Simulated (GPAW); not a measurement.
A run of GPAW 26.7.0:

The input run.py:

```python
from ase import Atoms
from ase.dft.bandgap import bandgap
from ase.io import write
from ase.units import GPa
from gpaw import GPAW, PW

atoms = Atoms(['Si', 'Si', 'Si', 'Si'],
              cell=[[-3.32544429, 3.32544429, 1.92238566],
                    [3.32544429, -3.32544429, 1.92238566],
                    [3.32544429, 3.32544429, -1.92238566]],
              scaled_positions=[[0.82119894, 0.17880106, 0.0],
                                [0.17880106, 0.82119894, 0.0],
                                [0.82119894, 0.82119894, 0.64239788],
                                [0.17880106, 0.17880106, 0.35760212]],
              pbc=True)

calc = GPAW(mode=PW(600),
            xc='MGGA_X_R2SCAN+MGGA_C_R2SCAN',
            kpts={'size': (7, 7, 7), 'gamma': True},
            occupations={'name': 'fermi-dirac', 'width': 0.05},
            nbands=18,
            convergence={'density': 1e-05, 'energy': 1e-05},
            maxiter=150,
            txt='gpaw.txt')
atoms.calc = calc
energy = atoms.get_potential_energy()
forces = atoms.get_forces()
stress = atoms.get_stress()
calc.write('gs.gpw')
write('result.traj', atoms)
print(f'Energy: {energy:.6f} eV')
print('Forces (eV/A):')
print(forces.round(4))
print('Stress (GPa):', (stress / GPa).round(3))
print('Fermi level:', round(calc.get_fermi_level(), 4), 'eV')
print(f'Gap: {bandgap(calc)[0]:.4f} eV, direct: {bandgap(calc, direct=True)[0]:.4f} eV')

path = atoms.cell.bandpath('GXMGZPNZ1M,XP', npoints=100, eps=1e-4)
bs_calc = calc.fixed_density(kpts=path, symmetry='off', nbands=33,
                             convergence={'bands': 'CBM+6.0', 'eigenstates': 1e-6}, txt='bands.txt')
bs = bs_calc.band_structure()
bs.write('bs.json')
print(f'Gap on the path: {bandgap(bs_calc)[0]:.4f} eV')
```

Potentials or basis: GPAW PAW data sets (gpaw-data 1.2.1), pw.

The run is started by

```sh
$ OMP_NUM_THREADS=1 python run.py
```

Hardware: 1 thread of Arm Neoverse V2, on a shared host.

Question: How long does it take, and how much memory?

Answer: Run time: 6.9 min on 1 thread of Arm Neoverse V2, on a shared host, peak memory 0.47 GiB. Counts: scf iterations 15, plane waves 2875, bands 18, k points 40.
